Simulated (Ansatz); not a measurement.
Input of an Ansatz 0.2.0 run:

The input input.yaml:

```yaml
crystal:
  lattice:
    - [0.0, 2.269, 2.269]
    - [2.269, 0.0, 2.269]
    - [2.269, 2.269, 0.0]
  atoms:
    - { symbol: P, position: [0.75, 0.75, 0.75] }
    - { symbol: B, position: [0.0, 0.0, 0.0] }
hamiltonian:
  xc: pbe
  pseudopotentials: { kind: paw }
kpoints:
  mp_grid: { grid: [10, 10, 10] }
scf:
  occupations: { method: fermi_dirac, width: 0.05 }
output:
  forces: true
  stress: true
  write_density: true
  write_potential: true
  elf: true
  volumetric_format: npy
relax:
  f_tol: 0.01
  max_steps: 40
  cell: { stress_tol: 0.05 }
```

Potentials or basis: Ansatz PAW.

Run with:

```console
$ ansatz run input.yaml --threads 2 --pin off --max-ram 5632MiB --backend cpu --events-out ev --progress --plain --runs-dir out
```

Problem. Predict the relaxed cell.

Solution. a = 3.216 Å, b = 3.216 Å, c = 3.216 Å, α = 60.00°, β = 60.00°, γ = 60.00°.

Problem. What does it give for the space group after relaxing (to 0.05 Å)?

Solution. F-43m (No. 216).

Final structure:
```
CELL_PARAMETERS angstrom
0.00000 2.27415 2.27415
2.27415 0.00000 2.27415
2.27415 2.27415 0.00000
ATOMIC_POSITIONS crystal
P 0.75000 0.75000 0.75000
B 0.00000 0.00000 0.00000
```

 PBE usually gives volumes a little too large and moduli too small.
